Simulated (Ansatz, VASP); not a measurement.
**CrO2: VASP beside Ansatz**

```
Cr O
1.0
     0.00000    2.41442    2.41442
     2.41442    0.00000    2.41442
     2.41442    2.41442    0.00000
Cr O
1 2
Cartesian
  0.0000 0.0000 0.0000
  1.2072 1.2072 1.2072
  3.6216 3.6216 3.6216
```

Change from the starting cell: volume scaled by 1.04.

Alike in both runs: task single point; functional PBE; k mesh 10 × 10 × 10; occupations fermi-dirac, width 0.05 eV; collinear spin, ferromagnetic start.

```csv
,VASP,Ansatz
version,VASP 6.6.1,Ansatz 0.2.0
potentials or method,"VASP PAW PBE potentials, release 64 (Cr_pv, O)",Ansatz PAW
plane-wave cutoff (eV),520,420
valence electrons in the cell,24,26
```

|  | VASP | Ansatz | Ansatz less VASP |
| --- | --- | --- | --- |
| gap on the k mesh at the Fermi level (eV) | 0.21 | 0.27 | +0.052 |
| least direct gap on the mesh (eV) | 0.21 | 0.27 | +0.053 |
| pressure (GPa) | -15.6 | -16.2 | -0.58 |
| net moment per atom (μB) | 0.67 | 0.67 | 0.000 |
| size of the moment on the site where the two differ most (μB) | 2.25 | 1.97 | -0.282 |

Site moments also hang on the region over which each program counts them. The two sets of potentials don't hold the same shells in valence.

Caveats: a cell with one magnetic atom can't hold antiferromagnetic order, which such compounds often take; the pressure holds a Pulay correction of +0.9 GPa for the finite cutoff (Ansatz). A k mesh can miss the band edges.
